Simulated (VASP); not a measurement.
VASP 6.6.1 run: MgH2

INCAR

```
LWAVE = .FALSE.
NELM = 97
NSW = 0
ENCUT = 520
GGA = PE
NBANDS = 9
LCHARG = .FALSE.
PREC = Accurate
SIGMA = 0.02
ISMEAR = -1
IBRION = -1
EDIFF = 1E-7
LREAL = .FALSE.
LASPH = .TRUE.
ISIF = 2
```

KPOINTS

```
KPOINTS created by Atomic Simulation Environment
0
Gamma
8 8 8
0 0 0
```

POSCAR

```
Mg H
 1.0000000000000000
     2.3881999999999999    0.0153000000000000    2.3639999999999999
     0.0684000000000000    2.3769000000000000    2.3108000000000000
     2.3256999999999999    2.3675999999999999    0.0778000000000000
 Mg  H
   1   2
Cartesian
  2.4224106200000000  2.3693602199999999  0.2546172400000000
  1.1291654499999999  1.3745868299999999  1.1961883799999999
  3.6512720099999996  3.5965400399999998  3.6784813000000001
```

The recommended PBE PAW datasets give the neutral cell 4 valence electrons.

Command

```
mpirun -np 1 vasp_std
```

Standard output (part)

```
|     EEEEEEE  RRRRRR   RRRRRR   OOOOOOO  RRRRRR      ###     ###     ###     |
|     E        R     R  R     R  O     O  R     R     ###     ###     ###     |
|     E        R     R  R     R  O     O  R     R     ###     ###     ###     |
|     EEEEE    RRRRRR   RRRRRR   O     O  RRRRRR       #       #       #      |
|     E        R    R   R    R   O     O  R    R      ###     ###     ###     |
|     EEEEEEE  R     R  R     R  OOOOOOO  R     R     ###     ###     ###     |
|     ERROR: the triple product of the basis vectors is negative exchange     |
|     two basis vectors                                                       |
|       ---->  I REFUSE TO CONTINUE WITH THIS SICK JOB ... BYE!!! <----       |
```

VASP stopped before the first electronic step.

Question: Find the fault in these files.

Answer: Left-handed cell vectors. VASP stopped before the first electronic step.
